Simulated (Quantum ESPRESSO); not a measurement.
# Cr (P-1) in Quantum ESPRESSO: single point with PBEsol+D3+U

Aim: the single point of Cr with PBEsol+D3+U.

Program: Quantum ESPRESSO 7.5. These are calculated values, not measurements. Logs are shortened: lines on timing, memory, paths and dates and some standing lists are left out, and cuts for length are marked.

## 1. The structure

The typed cell holds 1 atom: a = 2.564 Å, b = 2.575 Å, c = 2.614 Å, α = 60.73°, β = 61.16°, γ = 60.86°.

This isn't the form of Cr at room conditions, which is bcc.

## 2. Single point, PBEsol+D3+U, collinear spin, ferromagnetic start

Contents of pw.in:

```
&CONTROL
  calculation = 'scf'
  prefix = 'pwscf'
  outdir = './tmp'
  pseudo_dir = './pseudo'
  tprnfor = .true.
  tstress = .true.
  disk_io = 'nowf'
/
&SYSTEM
  ibrav = 0
  nat = 1
  ntyp = 1
  ecutwfc = 70
  nbnd = 16
  input_dft = 'pbesol'
  occupations = 'smearing'
  smearing = 'mp'
  degauss = 0.00734986
  nspin = 2
  starting_magnetization(1) = 0.2143
  vdw_corr = 'grimme-d3'
  dftd3_version = 3
/
&ELECTRONS
  conv_thr = 2d-10
  electron_maxstep = 120
  mixing_beta = 0.3
/
ATOMIC_SPECIES
Cr    51.9961 24_Cr_14_1.7_2.1_pbe_n_v1.0.upf
CELL_PARAMETERS angstrom
  -0.0174283700    1.8156326700    1.8106573700
   1.8310089900   -0.0170405700    1.8102695700
   1.8558983200    1.8401342100   -0.0419299100
ATOMIC_POSITIONS angstrom
Cr     0.0000000000    0.0000000000    0.0000000000
K_POINTS automatic
10 10 10 0 0 0
HUBBARD {ortho-atomic}
U Cr-3d 4.0
```

Potentials or basis: SPMS 1.0 PBE.

The run is started by

```bash
> OMP_NUM_THREADS=1 pw.x -in pw.in > pw.out
```

pw.out:

```text
This program is part of the open-source Quantum ESPRESSO suite
     for quantum simulation of materials; please cite
         "P. Giannozzi et al., J. Phys.:Condens. Matter 21 395502 (2009);
         "P. Giannozzi et al., J. Phys.:Condens. Matter 29 465901 (2017);
         "P. Giannozzi et al., J. Chem. Phys. 152 154105 (2020);
     in publications or presentations arising from this work. More details at

     IMPORTANT: XC functional enforced from input :
     Exchange-correlation= PBESOL
                           (   1   4  10   8   0   0   0)
     Any further DFT definition will be discarded
     Please, verify this is what you really want

     Message from routine setup:
     using ibrav=0 with symmetry is DISCOURAGED, use correct ibrav instead

     G-vector sticks info
     --------------------
     sticks:   dense  smooth     PW     G-vecs:    dense   smooth      PW
     Sum         455     455    155                 6641     6641    1307

     Using Slab Decomposition

     bravais-lattice index     =            0
     lattice parameter (alat)  =       4.8457  a.u.
     unit-cell volume          =      84.0525 (a.u.)^3
     number of atoms/cell      =            1
     number of atomic types    =            1
     number of electrons       =        14.00
     number of Kohn-Sham states=           16
     kinetic-energy cutoff     =      70.0000  Ry
     charge density cutoff     =     280.0000  Ry
     scf convergence threshold =      2.0E-10
     mixing beta               =       0.3000
     number of iterations used =            8  plain     mixing
     Exchange-correlation= PBESOL
                           (   1   4  10   8   0   0   0)
     Hubbard projectors: ortho-atomic
     Hubbard parameters of DFT+U (Dudarev formulation) in eV:
     U(Cr-3d) =  4.0000

     Internal variables: lda_plus_u =T, lda_plus_u_kind = 0

     Internal variables: orbital_resolved =F, hub_pot_fix =F, apply_U = F

     celldm(1)=   4.845704  celldm(2)=   0.000000  celldm(3)=   0.000000
     celldm(4)=   0.000000  celldm(5)=   0.000000  celldm(6)=   0.000000

     crystal axes: (cart. coord. in units of alat)
               a(1) = (  -0.006797   0.708060   0.706120 )
               a(2) = (   0.714056  -0.006645   0.705968 )
               a(3) = (   0.723763   0.717615  -0.016352 )

     reciprocal axes: (cart. coord. in units 2 pi/alat)
               b(1) = ( -0.685652  0.707480  0.700167 )
               b(2) = (  0.701619 -0.691672  0.700326 )
               b(3) = (  0.683020  0.689040 -0.684359 )

     PseudoPot. # 1 for Cr read from file:
     24_Cr_14_1.7_2.1_pbe_n_v1.0.upf
     Pseudo is Norm-conserving + core correction, Zval = 14.0
     Generated using ONCVPSP code by D. R. Hamann
     Using radial grid of 1646 points,  6 beta functions with:
                l(1) =   0
                l(2) =   0
                l(3) =   1
                l(4) =   1
                l(5) =   2
                l(6) =   2

     atomic species   valence    mass     pseudopotential
     Cr               14.00    51.99610     Cr( 1.00)

     Starting magnetic structure
     atomic species   magnetization
[... 72 lines left out ...]
       0.000  0.000  0.000  0.000  0.000
       0.000  0.000  0.000  0.000  0.000
       0.000  0.000  0.000  0.000  0.000

     Number of occupied Hubbard levels =    5.0000

     Atomic wfc used for Hubbard projectors are orthogonalized

     Starting wfcs are   10 randomized atomic wfcs +    6 random wfcs

     Self-consistent Calculation

     iteration #  1     ecut=    70.00 Ry     beta= 0.30
     Davidson diagonalization with overlap
     ethr =  1.00E-02,  avg # of iterations =  4.9

     =================== HUBBARD OCCUPATIONS ===================
     ------------------------ ATOM    1 ------------------------
     Tr[ns(  1)] (up, down, total) =   4.37448  0.60904  4.98352
     Atomic magnetic moment for atom   1 =   3.76544
     SPIN  1
     eigenvalues:
       0.845  0.849  0.852  0.913  0.915
     eigenvectors (columns):
       0.044  0.080 -0.017  0.695 -0.713
       0.243 -0.872  0.404 -0.035 -0.127
      -0.958 -0.193  0.178  0.114  0.026
      -0.125  0.079 -0.031 -0.709 -0.689
[... 10 lines left out ...]
     eigenvectors (columns):
       0.032 -0.008 -0.039  0.436  0.899
      -0.233  0.793  0.558 -0.044  0.061
      -0.828 -0.461  0.313  0.068  0.006
      -0.032 -0.080 -0.018 -0.896  0.435
      -0.508  0.391 -0.767 -0.006 -0.009
     occupation matrix ns (before diag.):
       0.168  0.003  0.003  0.001 -0.001
       0.003  0.093  0.000  0.005 -0.003
       0.003  0.000  0.089 -0.004 -0.003
       0.001  0.005 -0.004  0.165  0.000
      -0.001 -0.003 -0.003  0.000  0.093

     Number of occupied Hubbard levels =    4.9835

     Threshold (ethr) on eigenvalues was too large:
     Diagonalizing with lowered threshold

     Davidson diagonalization with overlap
     ethr =  8.17E-04,  avg # of iterations =  1.1

     total energy              =    -172.56897647 Ry
     estimated scf accuracy    <       0.11404313 Ry
[... 354 lines left out ...]
     iteration # 37     ecut=    70.00 Ry     beta= 0.30
     Davidson diagonalization with overlap
     ethr =  4.44E-12,  avg # of iterations =  1.0

     Magnetic moment per site  (integrated on atomic sphere of radius R)
     atom   1 (R=0.413)  charge= 12.5377  magn=  3.7846

     End of self-consistent calculation

     =================== HUBBARD OCCUPATIONS ===================
     ------------------------ ATOM    1 ------------------------
     Tr[ns(  1)] (up, down, total) =   4.71599  0.41546  5.13145
     Atomic magnetic moment for atom   1 =   4.30053
     SPIN  1
     eigenvalues:
       0.931  0.933  0.935  0.958  0.959
     eigenvectors (columns):
       0.031  0.062  0.027 -0.444  0.893
       0.360 -0.919 -0.118  0.063  0.086
      -0.922 -0.354 -0.114 -0.110  0.005
      -0.123  0.053 -0.000  0.887  0.441
      -0.064 -0.153  0.986  0.007 -0.013
     occupation matrix ns (before diag.):
       0.959  0.001  0.001  0.000 -0.000
       0.001  0.933  0.001  0.002 -0.000
[... 6 lines left out ...]
     eigenvectors (columns):
      -0.037 -0.003  0.050 -0.294 -0.954
       0.520  0.753 -0.393  0.057 -0.061
       0.661 -0.647 -0.372 -0.078 -0.019
       0.008 -0.100  0.002  0.951 -0.293
       0.539  0.067  0.839  0.007  0.021
     occupation matrix ns (before diag.):
       0.130  0.003  0.003  0.001 -0.001
       0.003  0.053 -0.000  0.005 -0.002
       0.003 -0.000  0.052 -0.005 -0.002
       0.001  0.005 -0.005  0.126  0.000
      -0.001 -0.002 -0.002  0.000  0.055

     Number of occupied Hubbard levels =    5.1314

     Number of k-points >= 100: set verbosity='high' to print the bands.

     the Fermi energy is    19.1136 ev

!    total energy              =    -172.59470699 Ry
     estimated scf accuracy    <          1.1E-10 Ry
     smearing contrib. (-TS)   =       0.00006758 Ry
     internal energy E=F+TS    =    -172.59477458 Ry

     The total energy is F=E-TS. E is the sum of the following terms:
     one-electron contribution =     -53.57673952 Ry
     hartree contribution      =      35.21794582 Ry
     xc contribution           =     -25.09128774 Ry
     ewald contribution        =    -129.22002885 Ry
     DFT-D3 Dispersion         =      -0.01891613 Ry
     Hubbard energy            =       0.09425184 Ry

     total magnetization       =     4.31 Bohr mag/cell
     absolute magnetization    =     4.31 Bohr mag/cell

     convergence has been achieved in  37 iterations

     Forces acting on atoms (cartesian axes, Ry/au):

     atom    1 type  1   force =     0.00000000    0.00000000    0.00000000

     Total force =     0.000000     Total SCF correction =     0.000000

     Computing stress (Cartesian axis) and pressure

          total   stress  (Ry/bohr**3)                   (kbar)     P=      784.85
   0.00529861  -0.00004142   0.00020584          779.45       -6.09       30.28
  -0.00004142   0.00535131   0.00021386           -6.09      787.21       31.46
   0.00020584   0.00021386   0.00535608           30.28       31.46      787.91

=------------------------------------------------------------------------------=
   JOB DONE.
=------------------------------------------------------------------------------=
```

Wall time 4.8 min (1 thread of Intel Xeon 6975P-C (Granite Rapids), shared host); peak memory 0.31 GiB.

What came out:

```
Free energy                                           : -2348.2706 eV
Pressure                                              : 78.5 GPa
Band gap on the k mesh                                : none (metal or under the smearing width)
Net moment                                            : 4.31 μB per cell
Absolute moment                                       : 4.31 μB per cell
Site moments                                          : Cr +3.78 μB
Valence electrons inside the program's atomic spheres : Cr 12.54
```

Stress tensor (GPa, compression positive):
```
77.95 -0.61  3.03
-0.61 78.72  3.15
 3.03  3.15 78.79
```

Eigenvalues of the final occupation matrices:
```csv
site,spin,trace,eigenvalues
Cr 1 3d,1,4.72,0.93 0.93 0.93 0.96 0.96
Cr 1 3d,2,0.42,0.05 0.05 0.06 0.13 0.13
```

Caveat: the potentials were made for another functional, which shifts forces and pressure; a pressure of tens of GPa on the cell as given is suspect, and the run, the potentials or the cell itself is likely at fault; pairwise dispersion overbinds metals, which lowers pressure and volume; the U is typed as a test and isn't derived for this compound. The state reached can hang on the start; a lower one may exist.
